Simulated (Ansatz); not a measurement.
## Kick test of a cell of LiF

The structure comes from a generated guess, relaxed at this level; another structure or a mixture of phases may lie lower.

All numbers below come from Ansatz 0.2.0, DFT PBE, scalar-relativistic, plane waves, PAW. Cutoff 420 eV; k points 12×12×4 on the computed 6-atom cell (Γ-centred); Gaussian smearing, width 0.02 eV; no spin polarisation.

The cell below (6 atoms, space group P6_222 (No. 180)) is relaxed within its symmetry.

```
Li F
1.0
     2.96558    0.00000    0.00000
    -1.48279    2.56827    0.00000
     0.00000    0.00000    7.35233
Li F
3 3
Direct
  0.00000 0.50000 0.16667
  0.50000 0.50000 0.83333
  0.50000 0.00000 0.50000
  0.50000 0.50000 0.33333
  0.50000 0.00000 0.00000
  0.00000 0.50000 0.66667
```

For the test a repeat of it with 12 atoms (edges 2.97, 5.14, 7.35 Å) was strained at random (σ = 1.5 % a component), the atoms were moved at random (σ = 0.15 Å), and all was relaxed again on a coarse 4×4×2 mesh (in the run’s order of axes) with 0.10 eV smearing, with no symmetry imposed.

Problem. Is the structure stable against such a distortion?

Solution. It doesn't return. The energy falls by 57 meV/atom on that mesh, the volume changes by -9.8 %, and the end has space group Fm-3m (No. 225) at a loose tolerance. Relaxed again on a 10×10×10 mesh with 0.02 eV smearing, the new structure lies 57 meV/atom below the first (mesh in the axes of the run's cell; the cell below is made exact in the group named). Space group Fm-3m (No. 225), cubic, a = 4.068 Å. Around Li lie 6 F at 2.03 Å; F has 6 Li at 2.03 Å.

Space group Fm-3m (No. 225). a = 4.068 Å, b = 4.068 Å, c = 4.068 Å, α = 90.00°, β = 90.00°, γ = 90.00°
```
atom  site  symmetry       x       y       z
  Li    4a      m-3m  0.0000  0.0000  0.0000
   F    4b      m-3m  0.5000  0.0000  0.0000
```
